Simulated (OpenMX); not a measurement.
# CdSe under changes of volume

One of the cells (28.942 Å³/atom); the others are scaled copies at fixed shape and fractional positions:

```
CELL_PARAMETERS angstrom
0.00000 3.07027 3.07027
3.07027 0.00000 3.07027
3.07027 3.07027 0.00000
ATOMIC_POSITIONS crystal
Cd 0.00000 0.00000 0.00000
Se 0.25000 0.25000 0.25000
```

Measurements of this composition are mostly on another form, of space group No. 186.

* Program: OpenMX 3.8.5
* Functional: PBE
* Potentials or basis: OpenMX 2013 PBE set, Cd7.0-s3p2d1, Se7.0-s3p2d1, fixed grid of 48 × 48 × 48 points
* k mesh: 9 × 9 × 9
* Occupations: fermi-dirac, width 0.05 eV
* Spin: no spin polarisation

```tsv
volume (Å³/atom)	energy over the lowest point (meV/atom)	gap on the mesh (eV)
27.206	49.98	0.85
27.784	31.04	0.77
28.363	16.97	0.70
28.942	?	?
29.521	2.06	0.57
30.100	0.00	0.51
30.679	1.20	0.46
```

What does the run at 28.942 Å³/atom give?

Energy over the lowest point 7.55 meV/atom; gap on the mesh 0.63 eV.

Worked out: A Birch-Murnaghan fit of order 3 (a polynomial in V^(-2/3)) to the other rows has its minimum at 30.17 Å³/atom with B0 = V·E''(V) = 45 GPa and B' = 5.2. It gives 7.53 meV/atom at 28.942 Å³/atom, against the run's 7.55. A straight line through the other rows of the gap, of slope -3.25 eV per unit of ln V (its deformation potential), gives 0.64 eV, against the run's 0.63.

Energies are extrapolated to zero smearing.

Caveats: the basis of atomic orbitals isn't converged, which shifts pressures, moduli and gaps.

Spin-orbit coupling on Cd, Se is left out.
